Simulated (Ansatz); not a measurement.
## Core-level photoemission in PbF2

Cell: a COD entry whose atoms were relaxed with PBE, the cell held, repeated to a supercell; a hole's nearest image is 7.5 Å away.

```cif
data_PbF2
_symmetry_space_group_name_H-M 'Pnma'
_symmetry_Int_Tables_number 62
_cell_length_a 6.4269
_cell_length_b 3.8910
_cell_length_c 7.6357
_cell_angle_alpha 90.000
_cell_angle_beta 90.000
_cell_angle_gamma 90.000
loop_
_atom_site_label
_atom_site_type_symbol
_atom_site_symmetry_multiplicity
_atom_site_Wyckoff_symbol
_atom_site_fract_x
_atom_site_fract_y
_atom_site_fract_z
Pb1 Pb 4 c 0.2447 0.7500 0.6063
F9 F 4 c 0.6409 0.7500 0.5667
F17 F 4 c 0.0260 0.7500 0.3430
```

One atom of each set is listed; the run and its k-mesh use a cell of 24 atoms with edges of 8.57, 9.98, 7.51 Å.

Method: Kohn–Sham DFT in Ansatz, PBE, plane waves and PAW, scalar-relativistic, 420 eV cutoff, Γ-centred 3×3×3 k-points, fixed occupations.

Each value is a total-energy difference between the cell with one core hole and the ground state (ΔSCF), counted from the top of the valence band. The cell with the hole is spin-polarised, as the shell with the hole is left with one unpaired spin. The periodic images are corrected with the calculated ε∞ = 3.67, 3.69, 3.58.

Question: Give the Pb 4f, F 1s lines of each distinct site.

Answer: 

| line | atom | first shell | E_B (eV) | shift from the lowest of its kind (eV) | j = l + ½ / j = l − ½ (eV) |
| --- | --- | --- | --- | --- | --- |
| Pb 4f | 1 | 9 F at 2.45–3.04 Å | 137.0 | – | 134.9 / 139.7 |
| F 1s | 9 | 4 Pb at 2.46–2.58 Å | 680.7 | 0.28 | – |
| F 1s | 17 | 5 Pb at 2.45–3.04 Å | 680.4 | 0.00 | – |

For p, d and f shells E_B is the weighted mean of the two lines, whose splitting comes from the free atom's Dirac orbitals.

The program doubts some values: the hole's higher moments are large; the potential far from the hole hasn't levelled off. Shifts between sites are good to a few tenths of an eV; absolute PBE values can be off by an eV or more, and the 3d and 4f lines of heavy atoms by several eV. Multiplets, satellites and widths aren't calculated.

Hardware: 1 thread of Arm Neoverse V1 (aarch64; 8 cores open to the job, memory cap 3.0 GiB, no GPU), a shared host with a load of 0.4 a core. Wall time 14 min, CPU time 14 min, peak memory 1.3 GiB.
